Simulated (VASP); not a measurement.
# TiC in VASP: work function with PBEsol

Aim: the work function of TiC with PBEsol.

Program: VASP 6.6.1. These are calculated values, not measurements. Logs are shortened: lines on timing, memory, paths and dates and some standing lists are left out, and cuts for length are marked.

**1. Starting point**

The cell holds a slab with vacuum, 20 atoms: a = 3.054 Å, b = 3.054 Å, c = 35.434 Å, α = 90.00°, β = 90.00°, γ = 90.00°.

**2. Work function, PBEsol**

File INCAR:

```
SYSTEM = TiC
PREC = Accurate ; ENCUT = 520
EDIFF = 1E-6 ; ISMEAR = 1
SIGMA = 0.1 ; LREAL = .False.
LASPH = .True. ; NELM = 80
ALGO = Normal ; ISIF = 2
LWAVE = .False. ; LCHARG = .True.
LDIPOL = .True. ; IDIPOL = 3
DIPOL = 0.5 0.5 0.500 ; GGA = PS
LVHAR = .True. ; LVACPOTAV = .True.
KPAR = 8
```

File KPOINTS:

```
Automatic mesh
0
Gamma
  10 10 1
  0 0 0
```

File POSCAR:

```
TiC                                     
1.0
    3.0537113450      0.0000000000      0.0000000000
    0.0000000000      3.0537113450      0.0000000000
    0.0000000000      0.0000000000     35.4337000000
  Ti              C             
    10    10
Direct
     0.5000000000000000    0.5000000000000000    0.2301531222710479
     0.0000000000000000    1.0000000000000000    0.2890103650800820
     0.5000000000000000    0.5000000000000000    0.3491266895076096
     1.0000000000000000    0.0000000000000000    0.4094698077364385
     0.5000000000000000    0.5000000000000000    0.4698549943058240
     0.0000000000000000    0.0000000000000000    0.5301450056941760
     0.5000000000000000    0.5000000000000000    0.5905301922635617
     0.0000000000000000    0.0000000000000000    0.6508733104923902
     0.5000000000000000    0.5000000000000000    0.7109896349199177
     0.0000000000000000    1.0000000000000000    0.7698468777289522
     0.0000000000000000    0.0000000000000000    0.2270716234406287
     0.5000000000000000    0.5000000000000000    0.2881657241134093
     0.0000000000000000    1.0000000000000000    0.3485390280080323
     0.5000000000000000    0.5000000000000000    0.4092960075750721
     0.0000000000000000    0.0000000000000000    0.4697232669340163
     0.5000000000000000    0.5000000000000000    0.5302767330659839
     1.0000000000000000    1.0000000000000000    0.5907039924249279
     0.5000000000000000    0.5000000000000000    0.6514609719919676
     0.0000000000000000    0.0000000000000000    0.7118342758865907
     0.5000000000000000    0.5000000000000000    0.7729283765593714
```

Potentials or basis: VASP PAW PBE potentials, release 64 (Ti_sv, C).

Started as:

```
$ cat potpaw_PBE.64/Ti_sv/POTCAR potpaw_PBE.64/C/POTCAR > POTCAR
$ mpirun -np 8 vasp_std > vasp.out
```

OUTCAR:

```text
SYSTEM = TiC
   PREC = Accurate
   ENCUT = 520
   EDIFF = 1E-6
   ISMEAR = 1
   LREAL = .False.
   LASPH = .True.
   NELM = 80
   ISIF = 2
   GGA = PS

 ion  position               nearest neighbor table
   1  0.500  0.500  0.230-  12 2.06  11 2.16  11 2.16  11 2.16  11 2.16
   2  0.000  0.000  0.289-  13 2.11  12 2.16  12 2.16  12 2.16  12 2.16  11 2.19
   3  0.500  0.500  0.349-  14 2.13  13 2.16  13 2.16  13 2.16  13 2.16  12 2.16
   4  0.000  0.000  0.409-  15 2.14  13 2.16  14 2.16  14 2.16  14 2.16  14 2.16
   5  0.500  0.500  0.470-  16 2.14  14 2.15  15 2.16  15 2.16  15 2.16  15 2.16
   6  0.000  0.000  0.530-  15 2.14  17 2.15  16 2.16  16 2.16  16 2.16  16 2.16
   7  0.500  0.500  0.591-  16 2.14  18 2.16  17 2.16  17 2.16  17 2.16  17 2.16
   8  0.000  0.000  0.651-  17 2.13  18 2.16  18 2.16  18 2.16  18 2.16  19 2.16
   9  0.500  0.500  0.711-  18 2.11  19 2.16  19 2.16  19 2.16  19 2.16  20 2.19
  10  0.000  0.000  0.770-  19 2.06  20 2.16  20 2.16  20 2.16  20 2.16
  11  0.000  0.000  0.227-   1 2.16   1 2.16   1 2.16   1 2.16   2 2.19
  12  0.500  0.500  0.288-   1 2.06   2 2.16   2 2.16   2 2.16   2 2.16   3 2.16
  13  0.000  0.000  0.349-   2 2.11   4 2.16   3 2.16   3 2.16   3 2.16   3 2.16
  14  0.500  0.500  0.409-   3 2.13   5 2.15   4 2.16   4 2.16   4 2.16   4 2.16
  15  0.000  0.000  0.470-   4 2.14   6 2.14   5 2.16   5 2.16   5 2.16   5 2.16
  16  0.500  0.500  0.530-   7 2.14   5 2.14   6 2.16   6 2.16   6 2.16   6 2.16
  17  0.000  0.000  0.591-   8 2.13   6 2.15   7 2.16   7 2.16   7 2.16   7 2.16
  18  0.500  0.500  0.651-   9 2.11   7 2.16   8 2.16   8 2.16   8 2.16   8 2.16
  19  0.000  0.000  0.712-  10 2.06   9 2.16   9 2.16   9 2.16   9 2.16   8 2.16
  20  0.500  0.500  0.773-  10 2.16  10 2.16  10 2.16  10 2.16   9 2.19

  LATTYP: Found a simple tetragonal cell.
 ALAT       =     3.0537113450
 C/A-ratio  =    11.6034870349

  Lattice vectors:

 A1 = (   3.0537113450,   0.0000000000,   0.0000000000)
 A2 = (   0.0000000000,   3.0537113450,   0.0000000000)
 A3 = (   0.0000000000,   0.0000000000,  35.4337000000)

Analysis of symmetry for initial positions (statically):
=====================================================================
 Subroutine PRICEL returns:
 Original cell was already a primitive cell.

 Routine SETGRP: Setting up the symmetry group for a
 simple tetragonal supercell.

 Subroutine GETGRP returns: Found 16 space group operations
 (whereof  8 operations were pure point group operations)
 out of a pool of 16 trial point group operations.

The static configuration has the point symmetry C_4v.
 The point group associated with its full space group is D_4h.

Analysis of symmetry for dynamics (positions and initial velocities):
=====================================================================
 Subroutine PRICEL returns:
 Original cell was already a primitive cell.

 Routine SETGRP: Setting up the symmetry group for a
 simple tetragonal supercell.

 Subroutine GETGRP returns: Found 16 space group operations
 (whereof  8 operations were pure point group operations)
 out of a pool of 16 trial point group operations.

The dynamic configuration has the point symmetry C_4v.
 The point group associated with its full space group is D_4h.

 Subroutine INISYM returns: Found 16 space group operations
 (whereof  8 operations are pure point group operations),
 and found     1 'primitive' translations

----------------------------------------------------------------------------------------

                                     Primitive cell

  volume of cell :     330.4247

  direct lattice vectors                    reciprocal lattice vectors
     3.053711345  0.000000000  0.000000000     0.327470375  0.000000000  0.000000000
     0.000000000  3.053711345  0.000000000     0.000000000  0.327470375  0.000000000
     0.000000000  0.000000000 35.433700000     0.000000000  0.000000000  0.028221721

  length of vectors
     3.053711345  3.053711345 35.433700000     0.327470375  0.327470375  0.028221721

  position of ions in fractional coordinates (direct lattice)
     0.500000000  0.500000000  0.230153122
     0.000000000  0.000000000  0.289010365
     0.500000000  0.500000000  0.349126690
     0.000000000  0.000000000  0.409469808
     0.500000000  0.500000000  0.469854994
     0.000000000  0.000000000  0.530145006
[... 12 lines left out ...]
     0.000000000  0.000000000  0.711834276
     0.500000000  0.500000000  0.772928377

  ion indices of the primitive-cell ions
   primitive index   ion index
                 1           1
                 2           2
                 3           3
                 4           4
                 5           5
                 6           6
[... 12 lines left out ...]
                19          19
                20          20

----------------------------------------------------------------------------------------

 KPOINTS: Automatic mesh

Automatic generation of k-mesh.
 Grid dimensions read from file:
 generate k-points for:   10   10    1

 Generating k-lattice:

  Cartesian coordinates                     Fractional coordinates (reciprocal lattice)
     0.032747038  0.000000000  0.000000000     0.100000000  0.000000000  0.000000000
     0.000000000  0.032747038  0.000000000     0.000000000  0.100000000  0.000000000
     0.000000000  0.000000000  0.028221721     0.000000000  0.000000000  1.000000000

  Length of vectors
     0.032747038  0.032747038  0.028221721

  Shift w.r.t. Gamma in fractional coordinates (k-lattice)
     0.000000000  0.000000000  0.000000000

 Subroutine IBZKPT returns following result:
 ===========================================

 Found     21 irreducible k-points:

 Following reciprocal coordinates:
            Coordinates               Weight
  0.000000  0.000000  0.000000      1.000000
  0.100000  0.000000  0.000000      4.000000
  0.200000  0.000000  0.000000      4.000000
  0.300000  0.000000  0.000000      4.000000
  0.400000  0.000000  0.000000      4.000000
  0.500000  0.000000  0.000000      2.000000
[... 13 lines left out ...]
  0.500000  0.400000  0.000000      4.000000
  0.500000  0.500000  0.000000      1.000000
   k-points           NKPTS =     21   k-points in BZ     NKDIM =     21   number of bands    NBANDS=     96
   number of dos      NEDOS =    301   number of ions     NIONS =     20
   total plane-waves  NPLWV = 155520
   dimension x,y,z NGX =    24 NGY =   24 NGZ =  270
   dimension x,y,z NGXF=    48 NGYF=   48 NGZF=  540
   ions per type =              10  10
   NGX,Y,Z   is equivalent  to a cutoff of  13.07, 13.07, 12.67 a.u.
   NGXF,Y,Z  is equivalent  to a cutoff of  26.13, 26.13, 25.34 a.u.
 SYSTEM =  TiC
   PREC   = accura    normal or accurate (medium, high low for compatibility)
   ISTART =      0    job   : 0-new  1-cont  2-samecut
   ICHARG =      2    charge: 1-file 2-atom 10-const
   ISPIN  =      1    spin polarized calculation?
   LNONCOLLINEAR =      F non collinear calculations
   LSORBIT =      F    spin-orbit coupling
   LASPH  =      T    aspherical Exc in radial PAW
   ENCUT  =  520.0 eV  38.22 Ry    6.18 a.u.   5.68  5.68 65.88*2*pi/ulx,y,z
   NELM   =     80;   NELMIN=  2; NELMDL= -5     # of ELM steps
   EDIFF  = 0.1E-05   stopping-criterion for ELM
   LREAL  =      F    real-space projection
   EDIFFG = 0.1E-04   stopping-criterion for IOM
   NSW    =      0    number of steps for IOM
   IBRION =     -1    ionic relax: 0-MD 1-quasi-New 2-CG
   NFREE  =      0    steps in history (QN), initial steepest desc. (CG)
   ISIF   =      2    stress and relaxation
   ISYM   =      2    0-nonsym 1-usesym 2-fastsym
   POTIM  = 0.5000    time-step for ionic-motion
   TEBEG  =    0.0;   TEEND  =   0.0 temperature during run
   PSTRESS=    0.0 pullay stress
   NELECT =     160.0000    total number of electrons
   NUPDOWN=      -1.0000    fix difference up-down
   EMIN   =  10.00;   EMAX   =-10.00  energy-range for DOS
   EFERMI =   0.00;   METHOD = LEGACY
   ISMEAR =     1;   SIGMA  =   0.10  broadening in eV -4-tet -1-fermi 0-gaus
   EFERMI_NEDOS =   21; number of points for ismear=-14 and -15
   IALGO  =     38    algorithm
   IMIX   =      4    mixing-type and parameters
     AMIX     =   0.40;   BMIX     =  1.00
     AMIX_MAG =   1.60;   BMIX_MAG =  1.00
  volume/ion in A,a.u.               =      16.52       111.49
  Fermi-wavevector in a.u.,A,eV,Ry     =   1.285555  2.429347 22.485692  1.652652
  Thomas-Fermi vector in A             =   2.417682
   LORBIT       =      0    0 simple, 1 ext, 2 COOP (PROOUT), +10 PAW based schemes
   GGA     = PS    functional components
   LHFCALC =     F    Hartree Fock is set to
   AEXX    =    0.0000 exact exchange contribution
   IVDW    =     0    specifies the selected vdW correction
   LEPSILON=     F    determine dielectric tensor
   LRPA    =     F    only Hartree local field effects (RPA)
 non-spin polarized calculation
 Methfessel and Paxton  Order N= 1 SIGMA  =   0.10
  energy-cutoff  :      520.00
  volume of cell :      330.42
 maximum number of plane-waves:      8976
 NGX is ok and might be reduce to    24
   NGX = 11   NGY = 11   NGZ =131

 number of electron     160.0000043 magnetization

 dipolmoment           0.000000      0.000000      0.000000 electrons x Angstroem

 Free energy of the ion-electron system (eV)
  ---------------------------------------------------
  ext. energy  EPLUGINS =         0.00000000
  ---------------------------------------------------
  free energy    TOTEN  =      -195.79260891 eV

  energy without entropy =     -195.79007588  energy(sigma->0) =     -195.79176457

 E-fermi :   3.9181     XC(G=0):  -8.3168

 val. band max:        3.9166140945   @ k =   0.2000   0.2000   0.0000
 cond. band min:       3.9251026487   @ k =   0.1000   0.1000   0.0000
 fundamental gap:      0.0084885542
 Fermi energy:         3.9180796704

 k-point     1 :       0.0000    0.0000    0.0000
  band No.  band energies     occupation
      1     -52.3706      2.00000
      2     -52.3553      2.00000
      3     -52.3335      2.00000
      4     -52.3119      2.00000
      5     -52.2928      2.00000
      6     -52.2748      2.00000
[... 1984 lines left out ...]
     91       6.7625      0.00000
     92       6.7625      0.00000
 [bands above 92 left out]

------------------------ aborting loop because EDIFF is reached ----------------------------------------

  FORCE on cell =-STRESS in cart. coord.  units (eV):
  Direction    XX          YY          ZZ          XY          YZ          ZX
  --------------------------------------------------------------------------------------
  -------------------------------------------------------------------------------------
  Total       -8.3450482     -8.3450482     -0.1360134      0.0000000     -0.0000000      0.0000000
  in kB      -40.4638279    -40.4638279     -0.6595077      0.0000000     -0.0000000      0.0000000
  external PRESSURE =     -27.1957212 kB  Pullay stress =       0.0000000 kB

 VOLUME and BASIS-vectors are now :
 -----------------------------------------------------------------------------
  energy-cutoff  :      520.00
  volume of cell :      330.42
      direct lattice vectors                 reciprocal lattice vectors
     3.053711345  0.000000000  0.000000000     0.327470375  0.000000000  0.000000000
     0.000000000  3.053711345  0.000000000     0.000000000  0.327470375  0.000000000
     0.000000000  0.000000000 35.433700000     0.000000000  0.000000000  0.028221721

 POSITION                                       TOTAL-FORCE (eV/Angst)
 -----------------------------------------------------------------------------------
      1.52686      1.52686      8.15518         0.000000     -0.000000     -0.005644
      0.00000      0.00000     10.24071         0.000000     -0.000000      0.002389
      1.52686      1.52686     12.37085        -0.000000     -0.000000      0.005682
      0.00000      0.00000     14.50903        -0.000000     -0.000000      0.005416
      1.52686      1.52686     16.64870        -0.000000     -0.000000     -0.005775
      0.00000      0.00000     18.78500         0.000000     -0.000000      0.005775
[... 12 lines left out ...]
      0.00000      0.00000     25.22292        -0.000000     -0.000000      0.010171
      1.52686      1.52686     27.38771         0.000000      0.000000     -0.010430
 -----------------------------------------------------------------------------------
    total drift:                                0.000000     -0.000000      0.000000

  FREE ENERGIE OF THE ION-ELECTRON SYSTEM (eV)
  ---------------------------------------------------
  free  energy   TOTEN  =      -195.7926089137 eV

  energy  without entropy=     -195.7900758809  energy(sigma->0) =     -195.79176457

 vacuum level on the upper side and lower side of the slab         8.506         8.506
```

Run time: 3.9 min. Hardware: 8 MPI ranks of Intel Xeon 6975P-C (Granite Rapids), shared host; peak memory 0.68 GiB.

What came out:

```yaml
Free_energy: -195.7926 eV
Largest_force: 0.010 eV/Å
Band_gap_on_the_k_mesh: none (metal or under the smearing width)
Work_function_of_the_upper_face: 4.59 eV
Work_function_of_the_lower_face: 4.59 eV
```

Forces in eV/Å, atoms in the order of the input:
```
Ti   0.000  0.000 -0.006
Ti   0.000  0.000  0.002
Ti   0.000  0.000  0.006
Ti   0.000  0.000  0.005
Ti   0.000  0.000 -0.006
Ti   0.000  0.000  0.006
Ti   0.000  0.000 -0.005
Ti   0.000  0.000 -0.006
Ti   0.000  0.000 -0.002
Ti   0.000  0.000  0.006
C    0.000  0.000  0.010
C    0.000  0.000 -0.010
C    0.000  0.000  0.007
C    0.000  0.000 -0.005
C    0.000  0.000 -0.008
C    0.000  0.000  0.008
C    0.000  0.000  0.005
C    0.000  0.000 -0.007
C    0.000  0.000  0.010
C    0.000  0.000 -0.010
```

Levels at points of the mesh, in eV from the Fermi level:
| k point | band 78 | band 79 | band 80 | band 81 | band 82 | band 83 |
| --- | --- | --- | --- | --- | --- | --- |
| (0.00, 0.00, 0.00) | 0.03 | 0.05 | 0.05 | 0.32 | 0.32 | 0.37 |
| (0.50, 0.00, 0.00) | -2.09 | -2.09 | -2.09 | 2.22 | 2.22 | 2.40 |
| (0.50, 0.50, 0.00) | -0.75 | -0.55 | -0.55 | 0.37 | 0.37 | 0.45 |

Caveat: the PAW data sets were made with another functional, which shifts forces and pressure a little.
